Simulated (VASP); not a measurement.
# SnTe (F-43m) in VASP: a series of runs, part 2 of 2

VASP 6.6.1. Earlier steps stand in the parts before.

## Step 4: Single point, PBE (supercell [4, 4, 4], atoms moved at random, drawn with an rms of 0.05 Å)

INCAR reads:

```
PREC = Accurate
ENCUT = 450
EDIFF = 1E-5
ISMEAR = 0
SIGMA = 0.05
LREAL = Auto
LASPH = T
NELM = 60
ALGO = Fast
ISIF = 2
LWAVE = F
LCHARG = F
GGA = PE
NSIM = 8
LUSENCCL = F
```

KPOINTS reads:

```
Automatic mesh
0
Gamma
  1 1 1
```

POSCAR reads:

```
SnTe
1.0
    0.0000000000     14.4445840000     14.4445840000
   14.4445840000      0.0000000000     14.4445840000
   14.4445840000     14.4445840000      0.0000000000
Te Sn
64 64
Direct
    0.0633370000      0.0623490000      0.0633690000
    0.0652570000      0.0606700000      0.3116230000
    0.0640400000      0.0617180000      0.5621670000
    0.0627920000      0.0633440000      0.8122670000
    0.0625950000      0.3114040000      0.0620670000
    0.0616160000      0.3127770000      0.3134670000
[... 120 lines left out ...]
    0.7513770000      0.7488660000      0.4997450000
    0.7494500000      0.7526070000      0.7505470000
```

Started as:

```
> cat potpaw_PBE.64/Te/POTCAR potpaw_PBE.64/Sn_d/POTCAR > POTCAR
> mpirun -np 1 vasp_gam > vasp.out
```

Wall time 4 min (1 × NVIDIA H100 80GB with 1 thread of AMD EPYC 7R13 (Zen 3), shared host); peak memory 4.7 GiB.

The run converged. Its results:

- Free energy: -452.6141 eV
- Pressure: -0.2 GPa
- Largest force: 0.322 eV/Å
- Band gap on the k mesh: 0.06 eV

Forces in eV/Å, atoms in the order of the input:
```
Te  -0.131 -0.013 -0.027
Te   0.026 -0.044  0.022
Te   0.053  0.016 -0.008
Te   0.030  0.011 -0.011
Te  -0.008 -0.027 -0.097
Te   0.065 -0.073  0.074
Te   0.083 -0.029 -0.074
Te   0.021 -0.200 -0.170
Te   0.101  0.060  0.044
Te   0.028 -0.019 -0.083
Te  -0.125  0.036 -0.041
Te   0.025 -0.131 -0.077
Te   0.107 -0.072 -0.034
Te  -0.102  0.042 -0.043
Te   0.088 -0.003  0.026
Te   0.053 -0.104  0.052
Te  -0.067 -0.071  0.010
Te  -0.007 -0.050  0.087
Te  -0.045  0.077 -0.048
Te   0.003  0.013 -0.044
Te  -0.022 -0.034  0.158
Te   0.011 -0.038 -0.018
Te  -0.030 -0.033  0.031
Te   0.006 -0.093  0.080
Te   0.061 -0.046 -0.068
Te  -0.028  0.045  0.021
Te  -0.041 -0.001 -0.109
Te   0.022  0.046 -0.011
Te   0.005 -0.021 -0.008
Te  -0.066  0.136 -0.058
Te  -0.086  0.062 -0.029
Te   0.020  0.060  0.062
Te   0.006  0.016  0.056
Te   0.026  0.129 -0.042
Te   0.006 -0.048 -0.034
Te   0.033  0.018  0.095
Te  -0.128 -0.056 -0.008
Te  -0.036  0.025  0.032
Te  -0.063  0.022  0.009
Te   0.007  0.071  0.047
Te  -0.129  0.055  0.112
Te  -0.102 -0.080  0.131
Te   0.097  0.027  0.054
Te  -0.094 -0.005 -0.036
Te  -0.116 -0.003  0.027
Te   0.010  0.043  0.135
Te  -0.018  0.069  0.055
Te  -0.125  0.027 -0.005
Te  -0.062 -0.045 -0.063
Te  -0.109 -0.099  0.043
Te   0.025 -0.013  0.057
Te   0.118  0.013 -0.143
Te   0.079 -0.027  0.146
Te   0.067 -0.123 -0.016
Te   0.145 -0.009 -0.059
Te  -0.090 -0.024 -0.048
Te  -0.009 -0.072 -0.071
Te  -0.028 -0.004  0.044
Te   0.084  0.056 -0.046
Te   0.149 -0.001 -0.079
Te  -0.064 -0.024  0.010
Te  -0.084 -0.058  0.064
Te   0.068  0.028 -0.001
Te   0.082  0.011 -0.104
Sn  -0.066  0.223  0.020
Sn   0.177 -0.057 -0.006
Sn  -0.043  0.033 -0.143
Sn  -0.230  0.095  0.041
Sn   0.065  0.020  0.102
Sn  -0.222  0.106  0.031
Sn  -0.078  0.098  0.001
Sn   0.057  0.038  0.185
Sn  -0.103  0.022 -0.056
Sn  -0.072 -0.017  0.004
Sn  -0.025  0.029  0.058
Sn   0.062  0.217  0.015
Sn   0.066  0.050 -0.058
Sn  -0.029 -0.069  0.125
Sn   0.059 -0.086  0.142
Sn  -0.091  0.031  0.172
Sn   0.000  0.037  0.036
Sn   0.138 -0.123  0.070
Sn   0.117 -0.033  0.037
Sn  -0.107  0.082 -0.013
Sn  -0.035  0.085 -0.094
Sn   0.020  0.120 -0.078
Sn  -0.050 -0.032  0.126
Sn  -0.042  0.251  0.122
Sn  -0.046  0.136 -0.023
Sn  -0.059 -0.020  0.036
Sn   0.116  0.010  0.105
Sn  -0.322  0.004  0.000
Sn  -0.031  0.053  0.099
Sn  -0.002 -0.076 -0.025
Sn   0.043 -0.053  0.042
Sn   0.006 -0.034  0.054
Sn   0.077  0.009  0.022
Sn  -0.115  0.037 -0.113
Sn   0.051 -0.022  0.127
Sn  -0.039 -0.237  0.033
Sn   0.089  0.039  0.020
Sn   0.133  0.014  0.053
Sn  -0.151 -0.021 -0.046
Sn  -0.030  0.011 -0.188
Sn  -0.002  0.026  0.013
Sn   0.133  0.169 -0.058
Sn   0.151 -0.106 -0.069
Sn   0.081 -0.005  0.058
Sn   0.099  0.070 -0.003
Sn  -0.057  0.116 -0.164
Sn  -0.132 -0.045 -0.132
Sn   0.146 -0.081 -0.035
Sn  -0.040 -0.184  0.108
Sn   0.068  0.117 -0.080
Sn   0.112  0.108 -0.080
Sn   0.027 -0.104  0.061
Sn   0.112 -0.177 -0.111
Sn   0.143 -0.031 -0.089
Sn  -0.045  0.079 -0.095
Sn   0.097 -0.062  0.114
Sn  -0.090 -0.158 -0.071
Sn   0.026  0.026 -0.163
Sn  -0.067  0.112 -0.060
Sn  -0.049 -0.125  0.142
Sn   0.043 -0.160  0.100
Sn   0.182 -0.006 -0.101
Sn   0.085  0.041 -0.188
Sn  -0.107 -0.011 -0.104
```

Levels at points of the mesh, in eV from the valence-band top:
```csv
k point,band 637,band 638,band 639,band 640,band 641,band 642,band 643,band 644
"(0.00, 0.00, 0.00)",-0.02,-0.02,-0.01,0.00,0.06,0.07,0.09,0.29
```

Caveat: spin-orbit coupling is left out, which moves the levels of the heavy elements; an odd mesh through Γ misses points on the zone boundary, where band edges often lie.

## Step 5: Single point, PBEsol, spin-orbit coupling, no magnetisation

INCAR reads:

```
SYSTEM = SnTe
PREC = Accurate
ENCUT = 600
EDIFF = 1E-7
ISMEAR = 0
SIGMA = 0.02
LREAL = .False.
LASPH = .True.
NELM = 100
ALGO = Normal
ISIF = 2
LWAVE = .False.
LCHARG = .False.
MAGMOM = 0 0 0 0 0 0
LORBIT = 11
LSORBIT = .True.
GGA_COMPAT = .False.
GGA = PS
NBANDS = 36
```

KPOINTS reads:

```
regular mesh
0
Gamma
  7 7 7
  0 0 0
```

POSCAR reads:

```
SnTe
1.0
    0.0000000000      3.6111460000      3.6111460000
    3.6111460000      0.0000000000      3.6111460000
    3.6111460000      3.6111460000      0.0000000000
Te Sn
1 1
Direct
    0.2500000000      0.2500000000      0.2500000000
    0.0000000000      0.0000000000      0.0000000000
```

Started as:

```
> cat potpaw_PBE.64/Te/POTCAR potpaw_PBE.64/Sn_d/POTCAR > POTCAR
> mpirun -np 1 vasp_ncl > vasp.out
```

Wall time 4.1 min (1 thread of Intel Xeon 6975P-C (Granite Rapids), shared host); peak memory 0.65 GiB.

These settings aren't checked as converged: the numbers below hold their error.

What came out:

* Free energy: -7.7661 eV
* Pressure: -1.3 GPa
* Valence electrons inside the program's atomic spheres: Te 3.35; Sn 12.05

Caveat: the PAW data sets were made with another functional, which shifts forces and pressure a little.

## Step 6: The reference run

An earlier run on the cell as given: functional PBEsol; potentials or basis VASP PAW PBE potentials, release 64 (Te, Sn_d); cutoff 520 eV; k mesh 7 × 7 × 7; occupations fermi-dirac, width 0.05 eV; no spin polarisation.

* Pressure: -1.4 GPa
* Band gap on the k mesh: 0.28 eV, indirect (least direct gap 0.79 eV)

## Step 7: Summary

| level | potentials or basis | cell | k mesh | cutoff (eV) | smearing | cell repeated | ladder | mesh quality | gap on the mesh (eV) | pressure (GPa) |
| --- | --- | --- | --- | --- | --- | --- | --- | --- | --- | --- |
| PBE | VASP PAW PBE potentials, release 64 (Te_GW, Sn_d_GW) | as given | 3 × 3 × 3 | 500 | gaussian 0.02 eV | - | - | coarse | 0.82 | -1.0 |
| PBE | VASP PAW PBE potentials, release 64 (Te, Sn_d) | supercell [4, 4, 4], atoms moved at random, drawn with an rms of 0.05 Å | 1 × 1 × 1 | 450 | gaussian 0.05 eV | 4 × 4 × 4 | - | not flagged | 0.06 | -0.2 |
| PBEsol | VASP PAW PBE potentials, release 64 (Te, Sn_d) | as given | 7 × 7 × 7 | 520 | fermi-dirac 0.05 eV | - | free | not flagged | 0.28 | -1.4 |

Alike in all rows: task single point; no spin polarisation.

Caveats: some runs use coarse meshes; spin-orbit coupling is left out, which moves the levels of the heavy elements; an odd mesh through Γ misses points on the zone boundary, where band edges often lie; the PAW data sets were made with another functional, which shifts forces and pressure a little (some runs).

Absolute energies hang on the potentials; compare differences alone.
